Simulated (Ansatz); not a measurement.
# antiLa2O3-structured Mg3Sb2

Level of theory: DFT, PBE, scalar-relativistic, no spin polarisation; plane waves to 420 eV with PAW datasets (Ansatz 0.2.0), Γ-centred 8×8×4 mesh, 0.05 eV Gaussian smearing. The datasets are Ansatz's generated set soft_2.

```
CELL_PARAMETERS angstrom
4.59597 0.00000 0.00000
-2.29799 3.98023 0.00000
0.00000 0.00000 7.27120
ATOMIC_POSITIONS crystal
Sb 0.33333 0.66667 0.22578
Sb 0.66667 0.33333 0.77422
Mg 0.00000 0.00000 0.00000
Mg 0.33333 0.66667 0.63235
Mg 0.66667 0.33333 0.36765
```

The compound is reported in the structure type of the start.

```json
{
  "Space group": "P-3m1 (No. 164)",
  "Volume": "26.60 Å³/atom",
  "Band gap": "0.23 eV",
  "Smallest direct gap": "1.02 eV",
  "Bader charges": "Sb -2.23; Mg 1.51, 1.47 e",
  "Formation energy from the elements (0 K, uncorrected)": "-0.38 eV/atom",
  "Bulk modulus (Birch–Murnaghan)": "42 GPa",
  "Pressure derivative B0′": "4.4",
  "Shear modulus (Hill)": "17.0 GPa",
  "Young's modulus": "45 GPa",
  "Poisson's ratio": "0.32",
  "Elastically stable": "yes"
}
```

Bader charges against formal ones: Sb −2.23 (−3), Mg +1.49 (+2). The cations give up 74 % of the formal charge; Bader charges stay under formal ones because the anions' density reaches into the cations' basins.

Formal charges Sb³⁻, Mg²⁺ balance and leave closed shells on every ion, so a band insulator is expected, and the gap is 0.23 eV.

**What was measured.** “Relating chemical bonding to physical properties: The origin of unexpected isotropic properties in layered materials”, 2018, arxiv:1807.00599 reports, for a powder of Mg3Sb2 at 299.45 K: lattice constant a 4.56187 ± 0.00003 Å.

“Chemical bonding origin of the unexpected isotropic physical properties in thermoelectric Mg3Sb2 and related materials”, 2018, pmc:6226478 reports, for a powder of Mg3Sb2 at 299 K: lattice constant c 7.22944 ± 0.00006 Å.

**Against experiment.** Measured lattice constant a of Mg3Sb2: 4.56187 Å (299.45 K; powder; “Relating chemical bonding to physical properties: The origin of unexpected isotropic properties in layered materials”, 2018, arxiv:1807.00599). This calculation gives 4.596 Å (+0.7 %). Measured lattice constant c of Mg3Sb2: 7.22944 Å (299 K; powder; “Chemical bonding origin of the unexpected isotropic physical properties in thermoelectric Mg3Sb2 and related materials”, 2018, pmc:6226478). This calculation gives 7.271 Å (+0.6 %). The calculation is for a static lattice, without zero-point motion or thermal expansion.

No spin–orbit coupling, a notable omission for heavy elements. Spin–orbit coupling shifts the heavy anion's p levels by more than this gap and may close it.
